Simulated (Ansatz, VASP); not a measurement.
GaAs: VASP beside Ansatz

```xyz
2
Lattice="0.0000 2.8268 2.8268 2.8268 0.0000 2.8268 2.8268 2.8268 0.0000" Properties=species:S:1:pos:R:3 pbc="T T T"
As    4.2403    4.2403    4.2403
Ga    0.0000    0.0000    0.0000
```

Alike in both runs: functional r2SCAN; k mesh 8 × 8 × 8; non-collinear spin, spin-orbit coupling.

```csv
,VASP,Ansatz
version,VASP 6.6.1,Ansatz 0.2.0
potentials or method,"VASP PAW PBE potentials, release 64 (As, Ga_d)",Ansatz PAW
plane-wave cutoff (eV),520,500
occupations,"gaussian, width 0.01 eV",fixed
valence electrons in the cell,18,28
task,single point,electron localisation function
```

|  | VASP | Ansatz | Ansatz less VASP |
| --- | --- | --- | --- |
| gap on the k mesh at the Fermi level (eV) | 0.89 | 0.91 | +0.022 |
| least direct gap on the mesh (eV) | 0.89 | 0.91 | +0.022 |
| pressure (GPa) | 0.6 | 0.5 | -0.12 |
| net moment per atom (μB) | 0.00 | 0.00 | 0.000 |

The two sets of potentials don't hold the same shells in valence.

Caveats: the PAW data sets were made with another functional, which shifts forces and pressure a little (VASP); the PAW data sets come from PBE, with cores solved anew for the run's functional, which leaves a small shift of forces and pressure (Ansatz).
